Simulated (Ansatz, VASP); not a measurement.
Bi: VASP beside Ansatz

The input INCAR:

```
SYSTEM = Bi
ALGO = Normal ; EDIFF = 1E-6
ENCUT = 520 ; GGA = CA
ISIF = 2 ; ISMEAR = -1
LASPH = .True. ; LCHARG = .True.
LELF = .True. ; LREAL = .False.
LVHAR = .True. ; LWAVE = .False.
NBANDS = 14 ; NELM = 60
PREC = Accurate ; SIGMA = 0.1
```

KPOINTS

```
k-points
0
Gamma
  13 13 13
  0 0 0
```

The input POSCAR:

```
Bi
1.0
   -1.8910141349      1.8910141349      1.8910141349
    1.8910141349     -1.8910141349      1.8910141349
    1.8910141349      1.8910141349     -1.8910141349
Bi
1
Direct
    0.0000000000      0.0000000000      0.0000000000
```

Input for Ansatz:

```yaml
crystal:
  lattice:
    - [-1.8910141349, 1.8910141349, 1.8910141349]
    - [1.8910141349, -1.8910141349, 1.8910141349]
    - [1.8910141349, 1.8910141349, -1.8910141349]
  atoms:
    - { symbol: Bi, position: [0.0, 0.0, 0.0] }
hamiltonian:
  xc: lda
  pseudopotentials:
    kind: paw
    azcp:
      Bi: "pseudopotentials/Bi.paw.azcp"
basis:
  ecutwfc: 420
  fft_grid_basis: typed
kpoints:
  mp_grid: { grid: [13, 13, 13], shift: [0, 0, 0] }
magnetization:
  spin_polarized: false
scf:
  occupations: { method: fermi_dirac, width: 0.1 }
  lower_state_search: "off"
output:
  stress: true
```

Alike in both runs: task single point; functional LDA; k mesh 13 × 13 × 13; occupations fermi-dirac, width 0.1 eV; no spin polarisation.

```csv
,VASP,Ansatz
version,VASP 6.6.1,Ansatz 0.2.0
potentials or method,"VASP PAW LDA potentials, release 64 (Bi_d)","plane waves (420 eV) with PAW, scalar-relativistic"
plane-wave cutoff (eV),520,420
valence electrons in the cell,15,15
```

|  | VASP | Ansatz | Ansatz less VASP |
| --- | --- | --- | --- |
| pressure (GPa) | 6.5 | 6.3 | -0.16 |

Ansatz warned: «pseudo_functional_mismatch».
